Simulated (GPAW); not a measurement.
# As (Pm-3m) in GPAW: notebook

Aim: see how the results for As move with the level of theory and the settings. Levels: PBE, LDA. Tasks: single point.

Program: GPAW 26.7.0. These are calculated values, not measurements. Logs are shortened: lines on timing, memory, paths and dates and some standing lists are left out, and cuts for length are marked. The log counts tension as positive stress, the text compression.

## Step 1: The crystal as given

Symmetry: Pm-3m, No. 221, cubic system. Conventional cell: a = 2.704 Å, b = 2.704 Å, c = 2.704 Å, α = 90.00°, β = 90.00°, γ = 90.00°. As (site symmetry m-3m) is surrounded by 6 As at 2.70 Å.

This isn't the form of As at room conditions, which is rhombohedral.

## Step 2: Single point, PBE

run.py

```python
from ase.dft.bandgap import bandgap
from ase.io import write
from ase.spacegroup import crystal
from ase.units import GPa
from gpaw import GPAW, PW

# As 1b
atoms = crystal(['As'],
                basis=[[0.5, 0.5, 0.5]],
                spacegroup=221, setting=1,  # Pm-3m
                cellpar=[2.70368174, 2.70368174, 2.70368174, 90.0, 90.0, 90.0],
                primitive_cell=True)

calc = GPAW(mode=PW(450),
            xc='PBE',
            kpts={'size': (8, 8, 8), 'gamma': True},
            occupations={'name': 'fermi-dirac', 'width': 0.05},
            nbands=9,
            maxiter=120,
            txt='gpaw.txt')
atoms.calc = calc
energy = atoms.get_potential_energy()
forces = atoms.get_forces()
stress = atoms.get_stress()
calc.write('gs.gpw')
write('result.traj', atoms)
print(f'Energy: {energy:.6f} eV')
print('Forces (eV/A):')
print(forces.round(4))
print('Stress (GPa):', (stress / GPa).round(3))
print('Fermi level:', round(calc.get_fermi_level(), 4), 'eV')
print(f'Gap: {bandgap(calc)[0]:.4f} eV, direct: {bandgap(calc, direct=True)[0]:.4f} eV')
```

Potentials or basis: GPAW PAW data sets (gpaw-data 1.2.1), pw.

Started as:

```bash
$ OMP_NUM_THREADS=1 python run.py
```

gpaw.txt:

```text
__  _  _
 | _ |_)|_||  |
 |__||  | ||/\| - 26.7.0

Input parameters:
  mode=PW(ecut=450.00000000000006),
  kpts=MonkhorstPack(size=(8, 8, 8), gamma=True),
  maxiter=120,
  nbands=9,
  occupations=Occupations(name='fermi-dirac', width=0.05),
  xc=XC(name='PBE')

Diagonalizing LCAO Hamiltonian
Converting LCAO to pw mode
   .------.
  /|      |
 * |  As  |
 | .------.
 |/      /
 *------*

Atoms  # Å, Bohr magnetons
|   | symbol |        x |        y |        z |    initial magnetic moments |
|---|--------|----------|----------|----------|-----------------------------|
| 0 |     As | 1.351841 | 1.351841 | 1.351841 | ( 0.0000,  0.0000,  0.0000) |

Unit cell  # Å
| periodic |        x |        y |        z |  lengths |    angles |
|----------|----------|----------|----------|----------|-----------|
|      yes | 2.703682 | 0.000000 | 0.000000 | 2.703682 | 90.000000 |
|      yes | 0.000000 | 2.703682 | 0.000000 | 2.703682 | 90.000000 |
|      yes | 0.000000 | 0.000000 | 2.703682 | 2.703682 | 90.000000 |

Number of symmetries: 48
Symmetry operations  # r_c * U_cc + t_c -> r_c
|    | kind |            matrix            |
|----|------|------------------------------|
|  0 |  E   |  1, 0, 0,  0, 1, 0,  0, 0, 1 |
|  1 |  σ   |  1, 0, 0,  0, 1, 0,  0, 0,-1 |
|  2 |  σ   |  1, 0, 0,  0, 0, 1,  0, 1, 0 |
|  3 |  C4  |  1, 0, 0,  0, 0, 1,  0,-1, 0 |
|  4 |  C4  |  1, 0, 0,  0, 0,-1,  0, 1, 0 |
|  5 |  σ   |  1, 0, 0,  0, 0,-1,  0,-1, 0 |
|  6 |  σ   |  1, 0, 0,  0,-1, 0,  0, 0, 1 |
|  7 |  C2  |  1, 0, 0,  0,-1, 0,  0, 0,-1 |
|  8 |  σ   |  0, 1, 0,  1, 0, 0,  0, 0, 1 |
|  9 |  C2  |  0, 1, 0,  1, 0, 0,  0, 0,-1 |
| 10 |  C3  |  0, 1, 0,  0, 0, 1,  1, 0, 0 |
| 11 |  S6  |  0, 1, 0,  0, 0, 1, -1, 0, 0 |
| 12 |  S6  |  0, 1, 0,  0, 0,-1,  1, 0, 0 |
| 13 |  C3  |  0, 1, 0,  0, 0,-1, -1, 0, 0 |
| 14 |  C4  |  0, 1, 0, -1, 0, 0,  0, 0, 1 |
| 15 |  S4  |  0, 1, 0, -1, 0, 0,  0, 0,-1 |
| 16 |  C3  |  0, 0, 1,  1, 0, 0,  0, 1, 0 |
| 17 |  S6  |  0, 0, 1,  1, 0, 0,  0,-1, 0 |
| 18 |  σ   |  0, 0, 1,  0, 1, 0,  1, 0, 0 |
| 19 |  C4  |  0, 0, 1,  0, 1, 0, -1, 0, 0 |
| 20 |  C2  |  0, 0, 1,  0,-1, 0,  1, 0, 0 |
| 21 |  S4  |  0, 0, 1,  0,-1, 0, -1, 0, 0 |
| 22 |  S6  |  0, 0, 1, -1, 0, 0,  0, 1, 0 |
| 23 |  C3  |  0, 0, 1, -1, 0, 0,  0,-1, 0 |
| 24 |  S6  |  0, 0,-1,  1, 0, 0,  0, 1, 0 |
| 25 |  C3  |  0, 0,-1,  1, 0, 0,  0,-1, 0 |
| 26 |  C4  |  0, 0,-1,  0, 1, 0,  1, 0, 0 |
| 27 |  σ   |  0, 0,-1,  0, 1, 0, -1, 0, 0 |
| 28 |  S4  |  0, 0,-1,  0,-1, 0,  1, 0, 0 |
| 29 |  C2  |  0, 0,-1,  0,-1, 0, -1, 0, 0 |
| 30 |  C3  |  0, 0,-1, -1, 0, 0,  0, 1, 0 |
| 31 |  S6  |  0, 0,-1, -1, 0, 0,  0,-1, 0 |
| 32 |  C4  |  0,-1, 0,  1, 0, 0,  0, 0, 1 |
| 33 |  S4  |  0,-1, 0,  1, 0, 0,  0, 0,-1 |
| 34 |  S6  |  0,-1, 0,  0, 0, 1,  1, 0, 0 |
| 35 |  C3  |  0,-1, 0,  0, 0, 1, -1, 0, 0 |
| 36 |  C3  |  0,-1, 0,  0, 0,-1,  1, 0, 0 |
| 37 |  S6  |  0,-1, 0,  0, 0,-1, -1, 0, 0 |
| 38 |  σ   |  0,-1, 0, -1, 0, 0,  0, 0, 1 |
| 39 |  C2  |  0,-1, 0, -1, 0, 0,  0, 0,-1 |
| 40 |  σ   | -1, 0, 0,  0, 1, 0,  0, 0, 1 |
| 41 |  C2  | -1, 0, 0,  0, 1, 0,  0, 0,-1 |
| 42 |  C2  | -1, 0, 0,  0, 0, 1,  0, 1, 0 |
| 43 |  S4  | -1, 0, 0,  0, 0, 1,  0,-1, 0 |
| 44 |  S4  | -1, 0, 0,  0, 0,-1,  0, 1, 0 |
| 45 |  C2  | -1, 0, 0,  0, 0,-1,  0,-1, 0 |
| 46 |  C2  | -1, 0, 0,  0,-1, 0,  0, 0, 1 |
| 47 |  i   | -1, 0, 0,  0,-1, 0,  0, 0,-1 |

BZ-sampling:
  Number of BZ points: 512
  Number of IBZ points: 35

  Monkhorst-Pack size: [8, 8, 8]
  Monkhorst-Pack shift: [0.0625, 0.0625, 0.0625]

K-points  # in reciprocal-cell coordinates
|     |                                coordinates |     weight |
|-----|--------------------------------------------|------------|
|   0 | (  0.00000000,   0.00000000,   0.00000000) | 0.00195312 |
|   1 | (  0.12500000,   0.00000000,   0.00000000) | 0.01171875 |
|   2 | (  0.12500000,   0.12500000,   0.00000000) | 0.02343750 |
|   3 | (  0.12500000,   0.12500000,   0.12500000) | 0.01562500 |
|   4 | (  0.25000000,   0.00000000,   0.00000000) | 0.01171875 |
|   5 | (  0.25000000,   0.12500000,   0.00000000) | 0.04687500 |
|   6 | (  0.25000000,   0.12500000,   0.12500000) | 0.04687500 |
|   7 | (  0.25000000,   0.25000000,   0.00000000) | 0.02343750 |
|   8 | (  0.25000000,   0.25000000,   0.12500000) | 0.04687500 |
|   9 | (  0.25000000,   0.25000000,   0.25000000) | 0.01562500 |
| ... |                                            |            |
|  34 | (  0.50000000,   0.50000000,   0.50000000) | 0.00195312 |

Plane wave coefficients: 441
Cutoff: 450.00000000000006 eV

Spin-components: 1 (collinear spins)
Bands:           9
Projectors:      5
Spin-degeneracy: 2
Datatype:        complex128

Parallelization:
  kpt:    1
  domain: 1
  band:   1

Density:
  Valence electrons: 5.0
  Components: 1
  Grid points: [14 14 14]
  Charge: 0.0  # |e|

Potential:
  Grid points: [14 14 14]

species:
  As:
    name:    Arsenic
    Z:       33.0
    valence: 5
    core:    28
    charge:  0.0  # [|e|]
    compensation charges:
      type: gauss
      rc: 0.33  # [Å]
      lmax: 2
    cutoffs:
      filter: 1.87  # [Å]
      core: 2.96  # [Å]
    projectors
    | kind |    occ | energy [eV] | rcut [Å] |
    |------|--------|-------------|----------|
    |   4s |  2.000 |     -14.487 |    1.058 |
    |   4p |  3.000 |      -5.196 |    1.058 |
    |    s |        |      12.725 |    1.058 |
    |    p |        |      22.016 |    1.058 |
    |    d |        |       0.000 |    1.058 |

    Using partial waves for As as LCAO basis

Reference energy: -61502.973600  # eV

eigensolver:
  PPCG
  Converge bands: occupied
  niter=2

density mixing:
  MSR1-Mixer
  Pratt-step length: 0.05
  Maximum mixing coefficient: 0.75
  Old densities: 10
  SVD Regularization: 0.005
  Good broyden scale: 1.0
  Trust region scale: 1.0
  Backstep threshold: 4.0
  History deletion threshold: 6.0
  Fourier metric: weight=20.0, sigma=0.015

occupation numbers:
  Fermi-Dirac:
    width: 0.0500  # eV

poisson solver:
  ecut: 3600.0000000000005  # eV

xc functional:
  name: PBE with 2 nearest neighbor stencil

convergence criteria:
- Maximum [total energy] change in last 3 cyles: 0.0005 eV / valence electron
- Maximum integral of absolute [dens]ity change: 0.0001 electrons / valence electron
- Maximum integral of absolute [eigenst]ate change: 4e-08 eV^2 / valence electron
maximum number of iterations: 120

SCF iterations
|iter     | |      energy | eigst |  dens |
|---------|-|-------------|-------|-------|
|iter:   1| |   -4.517902 | -0.75 |       |
|iter:   2| |   -4.519025 | -3.24 | -1.35 |
|iter:   3| |   -4.523634 | -4.13 | -1.37 |
|iter:   4| |   -4.524161 | -4.66 | -1.87 |
|iter:   5| |   -4.524155c| -6.12 | -2.97 |
|iter:   6| |   -4.524155c| -8.55c| -3.81 |
|iter:   7| |   -4.524155c| -8.40c| -4.21c|

Converged in 7 steps
Energy contributions relative to reference atoms: (reference = -61502.973600)

Energy contributions:
  Kinetic:           8.561534
  Coulomb:          -8.034699
  Zero:             -0.010262
  External:          0.000000
  Xc:               -5.037083
  Entropy:          -0.007289
  Spinorbit:         0.000000
  ----------------------------
  Free energy:      -4.527800
  Extrapolated:     -4.524155

dipole moment: (-0.000003, -0.000003, -0.000003)  # |e|*Ang

Fermi level: 7.585
Eigenvalues  # (at kpt = [0.000, 0.000, 0.000])
| band index |      eig [eV] | occ [0-2] |
|------------|---------------|-----------|
|          0 |        -7.363 |     2.000 |
|          1 |        11.786 |     0.000 |
|          2 |        11.786 |     0.000 |
|          3 |        11.786 |     0.000 |
|          4 |        16.196 |     0.000 |
|          5 |        16.196 |     0.000 |
|          6 |        18.174 |     0.000 |
|          7 |        33.293 |     0.000 |
|          8 |        34.813 |     0.000 |

No gap
No difference between direct/indirect transitions

Forces  # eV/Ang
|       x |       y |       z |
|---------|---------|---------|
| 0.00000 | 0.00000 | 0.00000 |  # As   0

Stress tensor  # eV/Ang^3
|         x |         y |         z |
|-----------|-----------|-----------|
| -0.021107 |  0.000000 |  0.000000 |
|  0.000000 | -0.021107 |  0.000000 |
|  0.000000 |  0.000000 | -0.021107 |

# Writing to gs.gpw (mode='')
```

Wall time 4.6 s (1 thread of Intel Xeon Platinum 8259CL at 2.50GHz (Skylake/Cascade Lake), shared host); peak memory 0.12 GiB.

What came out:

```yaml
Free_energy: -4.5278 eV
Pressure: 3.4 GPa
Band_gap_on_the_k_mesh: none (metal or under the smearing width)
```

Levels at points of the mesh, in eV from the Fermi level:
| k point | band 1 | band 2 | band 3 | band 4 | band 5 |
| --- | --- | --- | --- | --- | --- |
| (0.00, 0.00, 0.00) | -14.95 | 4.20 | 4.20 | 4.20 | 8.61 |
| (0.50, 0.00, 0.00) | -11.81 | -6.91 | 6.49 | 6.49 | 11.36 |
| (0.50, 0.50, 0.00) | -8.53 | -4.23 | -4.23 | 2.54 | 8.64 |
| (0.50, 0.50, 0.50) | -4.89 | -1.79 | -1.79 | -1.79 | 6.00 |

Caveat: the cutoff is short for stress and forces, so pressures can be off by a GPa or more.

## Step 3: Single point, LDA

Changes to run.py since step 2:

```diff
@@ -1,4 +1,3 @@
 from ase.dft.bandgap import bandgap
-from ase.io import write
-from ase.spacegroup import crystal
+from ase.io import read, write
 from ase.units import GPa
@@ -6,11 +5,6 @@
 
-# As 1b
-atoms = crystal(['As'],
-                basis=[[0.5, 0.5, 0.5]],
-                spacegroup=221, setting=1,  # Pm-3m
-                cellpar=[2.70368174, 2.70368174, 2.70368174, 90.0, 90.0, 90.0],
-                primitive_cell=True)
+atoms = read('POSCAR')
 
-calc = GPAW(mode=PW(450),
-            xc='PBE',
+calc = GPAW(mode=PW(500),
+            xc='LDA',
             kpts={'size': (8, 8, 8), 'gamma': True},
```

POSCAR

```
As
1.0
    2.7036817444      0.0000000000      0.0000000000
    0.0000000000      2.7036817444      0.0000000000
    0.0000000000      0.0000000000      2.7036817444
As
1
Direct
    0.5000000000      0.5000000000      0.5000000000
```

Potentials or basis: the program's PAW data sets (release 1.2.1) made for this functional, pw.

Started as:

```bash
$ OMP_NUM_THREADS=1 python run.py
```

gpaw.txt:

```text
__  _  _
 | _ |_)|_||  |
 |__||  | ||/\| - 26.7.0

Input parameters:
  mode=PW(ecut=500.0),
  kpts=MonkhorstPack(size=(8, 8, 8), gamma=True),
  maxiter=120,
  nbands=9,
  occupations=Occupations(name='fermi-dirac', width=0.05),
  xc=XC(name='LDA')

Diagonalizing LCAO Hamiltonian
Converting LCAO to pw mode
   .------.
  /|      |
 * |      |
 | .-As---.
 |/      /
 *------*

Atoms  # Å, Bohr magnetons
|   | symbol |        x |        y |        z |    initial magnetic moments |
|---|--------|----------|----------|----------|-----------------------------|
| 0 |     As | 1.351841 | 1.351841 | 1.351841 | ( 0.0000,  0.0000,  0.0000) |

Unit cell  # Å
| periodic |        x |        y |        z |  lengths |    angles |
|----------|----------|----------|----------|----------|-----------|
|      yes | 2.703682 | 0.000000 | 0.000000 | 2.703682 | 90.000000 |
|      yes | 0.000000 | 2.703682 | 0.000000 | 2.703682 | 90.000000 |
|      yes | 0.000000 | 0.000000 | 2.703682 | 2.703682 | 90.000000 |

Number of symmetries: 48
[... 166 lines left out ...]
|iter:   6| |   -5.293478c| -8.40c| -3.73 |
|iter:   7| |   -5.293478c| -7.67c| -4.15c|

Converged in 7 steps
Energy contributions relative to reference atoms: (reference = -61419.907824)

Energy contributions:
  Kinetic:           8.202593
  Coulomb:          -7.761122
  Zero:             -0.008121
  External:          0.000000
  Xc:               -5.723252
  Entropy:          -0.007154
  Spinorbit:         0.000000
  ----------------------------
  Free energy:      -5.297055
  Extrapolated:     -5.293478

dipole moment: (-0.000003, -0.000003, -0.000003)  # |e|*Ang

Fermi level: 7.254
Eigenvalues  # (at kpt = [0.000, 0.000, 0.000])
| band index |      eig [eV] | occ [0-2] |
|------------|---------------|-----------|
|          0 |        -7.695 |     2.000 |
|          1 |        11.423 |     0.000 |
|          2 |        11.423 |     0.000 |
|          3 |        11.423 |     0.000 |
|          4 |        15.985 |     0.000 |
|          5 |        15.985 |     0.000 |
|          6 |        17.710 |     0.000 |
|          7 |        33.135 |     0.000 |
|          8 |        34.443 |     0.000 |

No gap
No difference between direct/indirect transitions

Forces  # eV/Ang
|        x |        y |        z |
|----------|----------|----------|
| -0.00000 | -0.00000 | -0.00000 |  # As   0

Stress tensor  # eV/Ang^3
|        x |        y |        z |
|----------|----------|----------|
| 0.012644 | 0.000000 | 0.000000 |
| 0.000000 | 0.012644 | 0.000000 |
| 0.000000 | 0.000000 | 0.012644 |

# Writing to gs.gpw (mode='')
```

It took 3.1 s on 1 thread of Arm Neoverse V1, shared host; peak memory 0.12 GiB.

What came out:

```
Free energy            : -5.2971 eV
Pressure               : -2.0 GPa
Band gap on the k mesh : none (metal or under the smearing width)
```

Caveat: the cutoff is short for stress and forces, so pressures can be off by a GPa or more.
